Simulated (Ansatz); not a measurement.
Structure types of Lu were relaxed at one common pressure (all-electron LAPW in Ansatz 0.2.0 under PBE, scalar-relativistic, no spin polarisation, zero temperature). They take these volumes:

| type | space group | V (Å³/atom) |
| --- | --- | --- |
| fcc | Fm-3m | 14.49 |
| bcc | Im-3m | 14.42 |
| hcp | P6_3/mmc | 14.54 |
| simple hexagonal | P6/mmm | 14.66 |
| beta tin | I4_1/amd | 14.56 |
| sc | Pm-3m | 14.71 |

At about which pressure, and is the densest type also the lowest in enthalpy?

100 GPa. The densest is bcc, and it is 157 meV/atom above fcc: its gain in pV doesn't pay for its higher energy here.
